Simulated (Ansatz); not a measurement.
Six crystals in the diamond structure, computed with PBE in Ansatz (plane waves, PAW datasets (generated hard set); cutoff 700 eV), no spin polarisation, no spin–orbit coupling, Fermi–Dirac smearing of 0.061 eV, k-spacing 0.11 to 0.12 Å⁻¹.

Q: Rank them by bulk modulus, stiffest first.
A. Sm
B. C
C. Sc
D. H
E. Rb
F. Mn

A: B (434 GPa), F (146 GPa), A (123 GPa), D (91 GPa), C (8.4 GPa), E (1.0 GPa).

Model structures, not the usual forms at ambient conditions (metastable or hypothetical): Sc, Mn, Sm, H, Rb. Spin polarisation is left out, and a magnetic state may lie lower for Sc, Mn. The open f shell of Sm is treated without spin here, so this is a model state and not the ground state.
